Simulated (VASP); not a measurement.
Te: relaxation of shape and atoms at fixed volume with r2SCAN+rVV10

Te:

```
Te
1.0
     4.52989    0.00000    0.00000
    -2.26495    3.92300    0.00000
     0.00000    0.00000    6.03398
Te
3
Direct
  0.26523 0.00000 0.33333
  0.00000 0.26523 0.66667
  0.73477 0.73477 0.00000
```

The cell isn't the ideal one: a relaxed cell with its volume scaled by 1.04.

```json
{"Program": "VASP 6.6.1", "Task": "relaxation of shape and atoms at fixed volume", "Functional": "r2SCAN", "Dispersion": "rVV10", "Potentials or basis": "VASP PAW PBE potentials, release 64 (Te)", "Cutoff": "600 eV", "k mesh": "9 × 9 × 6", "Occupations": "gaussian, width 0.03 eV", "Spin": "no spin polarisation", "Further INCAR settings": "ALGO = Normal; EDIFF = 1e-07; IBRION = 2; EDIFFG = -0.01; NSW = 40; ISIF = 4"}
```

```json
{
  "Energy gained by relaxing": "4.9 meV/atom",
  "Ionic steps": "4",
  "Pressure after relaxing": "-0.7 GPa",
  "Largest force after relaxing": "0.006 eV/Å",
  "Band gap on the k mesh": "0.46 eV, direct"
}
```

Forces in eV/Å, atoms in the order of the input:
```
Te  -0.006  0.000  0.000
Te   0.003 -0.005  0.000
Te   0.003  0.005  0.000
```

The path:
| step | energy change (eV) | largest force (eV/Å) | pressure (GPa) |
| --- | --- | --- | --- |
| 1 | 0.0000 | 0.2067 | -1.79 |
| 2 | -0.0081 | 0.1466 | -1.43 |
| 3 | -0.0146 | 0.0294 | -0.78 |
| 4 | -0.0147 | 0.0062 | -0.66 |

Final structure:
```
Te
1.0
     4.57080    0.00000    0.00000
    -2.28540    3.95843    0.00000
     0.00000    0.00000    5.92645
Te
3
Direct
  0.25870 0.00000 0.33333
  0.00000 0.25870 0.66667
  0.74130 0.74130 0.00000
```

Levels at points of the mesh, in eV from the valence-band top:
```
           k point  band 5  band 6  band 7  band 8  band 9  band 10  band 11  band 12  band 13
(0.00, 0.00, 0.00)   -2.90   -2.90   -1.65   -1.65   -0.69     1.21     1.21     1.77     5.39
(0.00, 0.00, 0.50)   -2.74   -2.74   -1.36   -1.14   -1.14     0.73     0.83     0.83     4.64
```

Wall time 15 min on 1 thread of AMD EPYC 9R45 (Zen 5), with other jobs on the host, peak memory 0.5 GiB.

Caveat: the PAW data sets were made with another functional, which shifts forces and pressure a little; spin-orbit coupling is left out, which moves the levels of the heavy elements; an odd mesh through Γ misses points on the zone boundary, where band edges often lie.
